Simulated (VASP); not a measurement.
# PtSe2 (P-3m1) in VASP: notebook

Aim: see how the results for PtSe2 move with the level of theory and the settings. Levels: optB88-vdW, PBE+D3(BJ), rev-vdW-DF2, LDA. Tasks: relaxation of the atoms.

All numbers are computed with VASP 6.6.1; they aren't measurements. Logs are shortened: lines on timing, memory, paths and dates and some standing lists are left out, and cuts for length are marked.

## (1) Starting point

Symmetry: P-3m1, No. 164, trigonal system. The conventional cell has a = 3.724 Å, b = 3.724 Å, c = 5.315 Å, α = 90.00°, β = 90.00°, γ = 120.00°. Pt (site symmetry -3m) has 6 Se at 2.49 Å as nearest neighbours. Se (site symmetry 3m) is surrounded by 3 Pt at 2.49 Å.

## (2) Relaxation of the atoms, optB88-vdW

Contents of INCAR:

```
  AGGAC = 0.0
  ALGO = Normal
  EDIFF = 1E-6
  EDIFFG = -0.01
  ENCUT = 520
  GGA = BO
  IBRION = 2
  ISIF = 2
  ISMEAR = 0
  KPAR = 2
  LASPH = T
  LCHARG = F
  LREAL = F
  LUSE_VDW = T
  LWAVE = F
  NELM = 80
  NSW = 60
  PARAM1 = 0.1833333333
  PARAM2 = 0.22
  PREC = Accurate
  SIGMA = 0.05
```

Contents of KPOINTS:

```
k-points
0
Gamma
  10 10 8
```

Contents of POSCAR:

```
PtSe2
1.0
    3.7240000000      0.0000000000      0.0000000000
   -1.8620000000      3.2250786000      0.0000000000
    0.0000000000      0.0000000000      5.3151000000
Pt Se
1 2
Direct
    0.0000000000      0.0000000000      0.0000000000
    0.3333333300      0.6666666700      0.2380952400
    0.6666666700      0.3333333300      0.7619047600
```

Potentials or basis: VASP PAW PBE potentials, release 64 (Pt, Se).

Started as:

```sh
$ cat potpaw_PBE.64/Pt/POTCAR potpaw_PBE.64/Se/POTCAR > POTCAR
$ mpirun -np 2 vasp_std > vasp.out
```

OUTCAR:

```text
EDIFF = 1E-6
   EDIFFG = -0.01
   ENCUT = 520
   GGA = BO
   IBRION = 2
   ISIF = 2
   ISMEAR = 0
   LASPH = T
   LREAL = F
   NELM = 80
   NSW = 60
   PREC = Accurate

 ion  position               nearest neighbor table
   1  0.000  0.000  0.000-   2 2.49   3 2.49   2 2.49   3 2.49   3 2.49   2 2.49
   2  0.333  0.667  0.238-   1 2.49   1 2.49   1 2.49
   3  0.667  0.333  0.762-   1 2.49   1 2.49   1 2.49

  LATTYP: Found a hexagonal cell.
 ALAT       =     3.7240000000
 C/A-ratio  =     1.4272556391

  Lattice vectors:

 A1 = (   3.7240000000,   0.0000000000,   0.0000000000)
 A2 = (  -1.8620000000,   3.2250786000,   0.0000000000)
 A3 = (   0.0000000000,   0.0000000000,   5.3151000000)

Analysis of symmetry for initial positions (statically):
=====================================================================
 Subroutine PRICEL returns:
 Original cell was already a primitive cell.

 Routine SETGRP: Setting up the symmetry group for a
 hexagonal supercell.

 Subroutine GETGRP returns: Found 12 space group operations
 (whereof 12 operations were pure point group operations)
 out of a pool of 24 trial point group operations.

The static configuration has the point symmetry D_3d.

Analysis of symmetry for dynamics (positions and initial velocities):
=====================================================================
 Subroutine PRICEL returns:
 Original cell was already a primitive cell.

 Routine SETGRP: Setting up the symmetry group for a
 hexagonal supercell.

 Subroutine GETGRP returns: Found 12 space group operations
 (whereof 12 operations were pure point group operations)
 out of a pool of 24 trial point group operations.

The dynamic configuration has the point symmetry D_3d.

 Subroutine INISYM returns: Found 12 space group operations
 (whereof 12 operations are pure point group operations),
 and found     1 'primitive' translations

----------------------------------------------------------------------------------------

                                     Primitive cell

  volume of cell :      63.8354

  direct lattice vectors                    reciprocal lattice vectors
     3.724000000  0.000000000  0.000000000     0.268528464  0.155034981  0.000000000
    -1.862000000  3.225078600  0.000000000     0.000000000  0.310069962  0.000000000
     0.000000000  0.000000000  5.315100000     0.000000000  0.000000000  0.188143215

  length of vectors
     3.724000000  3.723999997  5.315100000     0.310069962  0.310069962  0.188143215

  position of ions in fractional coordinates (direct lattice)
     0.000000000  0.000000000  0.000000000
     0.333333330  0.666666670  0.238095240
     0.666666670  0.333333330  0.761904760

  ion indices of the primitive-cell ions
   primitive index   ion index
                 1           1
                 2           2
                 3           3

----------------------------------------------------------------------------------------

 KPOINTS: k-points

Automatic generation of k-mesh.
 Grid dimensions read from file:
 generate k-points for:   10   10    8

 Generating k-lattice:

  Cartesian coordinates                     Fractional coordinates (reciprocal lattice)
     0.026852846  0.015503498  0.000000000     0.100000000 -0.000000000  0.000000000
     0.000000000  0.031006996  0.000000000     0.000000000  0.100000000  0.000000000
     0.000000000  0.000000000  0.023517902     0.000000000  0.000000000  0.125000000

  Length of vectors
     0.031006996  0.031006996  0.023517902

  Shift w.r.t. Gamma in fractional coordinates (k-lattice)
     0.000000000  0.000000000  0.000000000

 Subroutine IBZKPT returns following result:
 ===========================================

 Found     94 irreducible k-points:

 Following reciprocal coordinates:
            Coordinates               Weight
  0.000000  0.000000  0.000000      1.000000
  0.100000  0.000000  0.000000      6.000000
  0.200000  0.000000  0.000000      6.000000
  0.300000 -0.000000  0.000000      6.000000
  0.400000 -0.000000  0.000000      6.000000
  0.500000 -0.000000  0.000000      3.000000
[... 16 lines left out ...]
  0.000000  0.400000  0.125000      6.000000
  0.500000 -0.000000  0.125000      6.000000
 [... further k-points ...]
   k-points           NKPTS =     94   k-points in BZ     NKDIM =     94   number of bands    NBANDS=     15
   number of dos      NEDOS =    301   number of ions     NIONS =      3
   total plane-waves  NPLWV =  31360
   dimension x,y,z NGX =    28 NGY =   28 NGZ =   40
   dimension x,y,z NGXF=    56 NGYF=   56 NGZF=   80
   ions per type =               1   2
   NGX,Y,Z   is equivalent  to a cutoff of  12.50, 12.50, 12.51 a.u.
   NGXF,Y,Z  is equivalent  to a cutoff of  25.00, 25.00, 25.02 a.u.
 SYSTEM =  unknown system
   PREC   = accura    normal or accurate (medium, high low for compatibility)
   ISTART =      0    job   : 0-new  1-cont  2-samecut
   ICHARG =      2    charge: 1-file 2-atom 10-const
   ISPIN  =      1    spin polarized calculation?
   LNONCOLLINEAR =      F non collinear calculations
   LSORBIT =      F    spin-orbit coupling
   LASPH  =      T    aspherical Exc in radial PAW
   ENCUT  =  520.0 eV  38.22 Ry    6.18 a.u.   6.92  6.92  9.88*2*pi/ulx,y,z
   NELM   =     80;   NELMIN=  2; NELMDL= -5     # of ELM steps
   EDIFF  = 0.1E-05   stopping-criterion for ELM
   LREAL  =      F    real-space projection
   EDIFFG = -.1E-01   stopping-criterion for IOM
   NSW    =     60    number of steps for IOM
   IBRION =      2    ionic relax: 0-MD 1-quasi-New 2-CG
   NFREE  =      1    steps in history (QN), initial steepest desc. (CG)
   ISIF   =      2    stress and relaxation
   ISYM   =      2    0-nonsym 1-usesym 2-fastsym
   POTIM  = 0.5000    time-step for ionic-motion
   TEBEG  =    0.0;   TEEND  =   0.0 temperature during run
   PSTRESS=    0.0 pullay stress
   NELECT =      22.0000    total number of electrons
   NUPDOWN=      -1.0000    fix difference up-down
   EMIN   =  10.00;   EMAX   =-10.00  energy-range for DOS
   EFERMI =   0.00;   METHOD = LEGACY
   ISMEAR =     0;   SIGMA  =   0.05  broadening in eV -4-tet -1-fermi 0-gaus
   EFERMI_NEDOS =   21; number of points for ismear=-14 and -15
   IALGO  =     38    algorithm
   IMIX   =      4    mixing-type and parameters
     AMIX     =   0.40;   BMIX     =  1.00
     AMIX_MAG =   1.60;   BMIX_MAG =  1.00
  volume/ion in A,a.u.               =      21.28       143.59
  Fermi-wavevector in a.u.,A,eV,Ry     =   1.147789  2.169006 17.924570  1.317419
  Thomas-Fermi vector in A             =   2.284467
   LORBIT       =      0    0 simple, 1 ext, 2 COOP (PROOUT), +10 PAW based schemes
   GGA     = BO    functional components
   LHFCALC =     F    Hartree Fock is set to
   AEXX    =    0.0000 exact exchange contribution
   IVDW_NL    =     1    kernel type
   BPARAM     = 6.3000
   IVDW    =     0    specifies the selected vdW correction
   LEPSILON=     F    determine dielectric tensor
   LRPA    =     F    only Hartree local field effects (RPA)
 conjugate gradient relaxation of ions
 non-spin polarized calculation
 Gauss-broadening in eV      SIGMA  =   0.05
  energy-cutoff  :      520.00
  volume of cell :       63.84
 maximum number of plane-waves:      1740
   NGX = 13   NGY = 13   NGZ = 19

--------------------------------------- Ionic step        1  -------------------------------------------

 number of electron      21.9999997 magnetization

 Free energy of the ion-electron system (eV)
  ---------------------------------------------------
  ext. energy  EPLUGINS =         0.00000000
  ---------------------------------------------------
  free energy    TOTEN  =        -8.26995246 eV

  energy without entropy =       -8.26942384  energy(sigma->0) =       -8.26968815

------------------------ aborting loop because EDIFF is reached ----------------------------------------

  FORCE on cell =-STRESS in cart. coord.  units (eV):
  Direction    XX          YY          ZZ          XY          YZ          ZX
  --------------------------------------------------------------------------------------
  -------------------------------------------------------------------------------------
  Total        3.0833919      3.0833919      2.3373913      0.0000000      0.0000000      0.0000000
  in kB       77.3887620     77.3887618     58.6652050      0.0000000      0.0000000      0.0000000
  external PRESSURE =      71.1475762 kB  Pullay stress =       0.0000000 kB
[... 63 lines left out ...]
Total vdW correction in eV:      3.2863818

--------------------------------------- Ionic step        3  -------------------------------------------

 number of electron      22.0000000 magnetization

 Free energy of the ion-electron system (eV)
  ---------------------------------------------------
  ext. energy  EPLUGINS =         0.00000000
  ---------------------------------------------------
  free energy    TOTEN  =        -8.34804470 eV

  energy without entropy =       -8.34699009  energy(sigma->0) =       -8.34751739

 E-fermi :   5.7154     XC(G=0): -10.4163

 val. band max:        5.6894817471   @ k =   0.1000   0.0000   0.0000
 cond. band min:       5.7171425920   @ k =   0.0000   0.3000   0.2500
 fundamental gap:      0.0276608450
 Fermi energy:         5.7153553321

 k-point     1 :       0.0000    0.0000    0.0000
  band No.  band energies     occupation
      1      -9.4773      2.00000
      2      -7.1763      2.00000
      3      -1.0890      2.00000
      4      -0.1402      2.00000
      5      -0.1402      2.00000
      6       2.0204      2.00000
      7       2.0204      2.00000
      8       3.1373      2.00000
      9       4.8752      2.00000
     10       4.8752      2.00000
     11       6.0056      0.00000
     12       7.1474      0.00000
     13       7.1474      0.00000
     14       9.6536      0.00000
     15       9.7778      0.00000
[... 397 lines left out ...]
 k-point    24 :       0.5000   -0.0000    0.1250
  band No.  band energies     occupation
      1      -7.8621      2.00000
      2      -7.7003      2.00000
      3      -1.1943      2.00000
      4       0.3004      2.00000
      5       0.5904      2.00000
      6       1.5812      2.00000
      7       2.2428      2.00000
      8       2.5619      2.00000
      9       2.6835      2.00000
     10       2.7817      2.00000
     11       3.0443      2.00000
     12       6.5850      0.00000
     13       7.6554      0.00000
     14      10.0971      0.00000
     15      11.2926      0.00000

 [... further k-points ...]

------------------------ aborting loop because EDIFF is reached ----------------------------------------

  FORCE on cell =-STRESS in cart. coord.  units (eV):
  Direction    XX          YY          ZZ          XY          YZ          ZX
  --------------------------------------------------------------------------------------
  -------------------------------------------------------------------------------------
  Total        1.2284669      1.2284669      0.0309517      0.0000000      0.0000000      0.0000000
  in kB       30.8327766     30.8327766      0.7768428      0.0000000      0.0000000      0.0000000
  external PRESSURE =      20.8141320 kB  Pullay stress =       0.0000000 kB
[... 18 lines left out ...]
  FREE ENERGIE OF THE ION-ELECTRON SYSTEM (eV)
  ---------------------------------------------------
  free  energy   TOTEN  =        -8.3480446980 eV

  energy  without entropy=       -8.3469900895  energy(sigma->0) =       -8.34751739

Total vdW correction in eV:      3.2876281

 reached required accuracy - stopping structural energy minimisation
```

Run time: 100 s. Hardware: 2 MPI ranks of Intel Xeon 6975P-C (Granite Rapids), shared host; peak memory 0.45 GiB.

Results:

| Property | Result |
| --- | --- |
| Free energy | -8.3480 eV |
| Energy gained by relaxing | 26.0 meV/atom |
| Ionic steps | 3 |
| Pressure after relaxing | 2.1 GPa |
| Largest force after relaxing | 0.008 eV/Å |
| Band gap on the k mesh | none (metal or under the smearing width) |

Forces on the atoms (eV/Å):
```
Pt   0.000  0.000  0.000
Se   0.000  0.000 -0.008
Se   0.000  0.000  0.008
```

Stress tensor (GPa, compression positive):
```
3.08 0.00 0.00
0.00 3.08 0.00
0.00 0.00 0.08
```

Step by step:
| step | energy change (eV) | largest force (eV/Å) | pressure (GPa) |
| --- | --- | --- | --- |
| 1 | 0.0000 | 0.9790 | 7.11 |
| 2 | -0.0645 | 0.3965 | 4.12 |
| 3 | -0.0781 | 0.0081 | 2.08 |

Final structure:
```
CELL_PARAMETERS angstrom
3.72400 0.00000 0.00000
-1.86200 3.22508 0.00000
0.00000 0.00000 5.31510
ATOMIC_POSITIONS crystal
Pt 0.00000 0.00000 0.00000
Se 0.33333 0.66667 0.25367
Se 0.66667 0.33333 0.74633
```

Levels at points of the mesh, in eV from the Fermi level:
```
           k point  band 9  band 10  band 11  band 12  band 13  band 14
(0.00, 0.00, 0.00)   -0.84    -0.84     0.29     1.43     1.43     3.94
(0.50, 0.00, 0.00)   -3.15    -3.02    -2.77     0.66     2.12     4.73
(0.00, 0.00, 0.50)   -1.78    -1.23    -1.23     2.13     2.13     4.97
(0.50, 0.00, 0.50)   -2.89    -2.39    -1.41     0.97     1.49     4.18
```

Caveat: the PAW data sets were made with another functional, which shifts forces and pressure a little.

(Part 1 of 2 ends here.)
